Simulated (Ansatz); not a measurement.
Si2Mo under changes of volume

One of the cells (13.416 Å³/atom); the others are scaled copies at fixed shape and fractional positions:

```
Mo Si
1.0
    -1.60000    1.60000    3.93050
     1.60000   -1.60000    3.93050
     1.60000    1.60000   -3.93050
Mo Si
1 2
Direct
  0.00000 0.00000 0.00000
  0.66700 0.66700 0.00000
  0.33300 0.33300 0.00000
```

```yaml
Program: Ansatz 0.2.0
Functional: PBE
Dispersion: D3(BJ)
Potentials_or_basis: Ansatz PAW
Cutoff: "420 eV (not typed: the program's choice for these potentials)"
k_mesh: 12 × 12 × 12
Occupations: fermi-dirac, width 0.05 eV
Spin: no spin polarisation
```

```tsv
volume (Å³/atom)	energy over the lowest point (meV/atom)	pressure (GPa)	largest force (eV/Å)
12.611	14.44	9.6	0.181
12.879	2.96	4.2	0.216
13.148	0.00	-0.6	0.250
13.416	4.66	-4.9	0.282
13.684	16.14	-8.7	0.312
13.953	?	?	?
14.221	56.77	-15.3	0.366
```

Q: What does the run at 13.953 Å³/atom give?

A: Energy over the lowest point 33.73 meV/atom; pressure -12.2 GPa; largest force 0.340 eV/Å.

Worked out: A Birch-Murnaghan fit of order 3 (a polynomial in V^(-2/3)) to the other rows has its minimum at 13.11 Å³/atom with B0 = V·E''(V) = 226 GPa and B' = 4.5 at fixed shape and positions, which overstates the stiffness. It gives 33.76 meV/atom at 13.953 Å³/atom, against the run's 33.73, and -dE/dV = -12.2 GPa, against -12.2.

Energies are extrapolated to zero smearing.

Caveats: pairwise dispersion overbinds metals, which lowers pressure and volume.
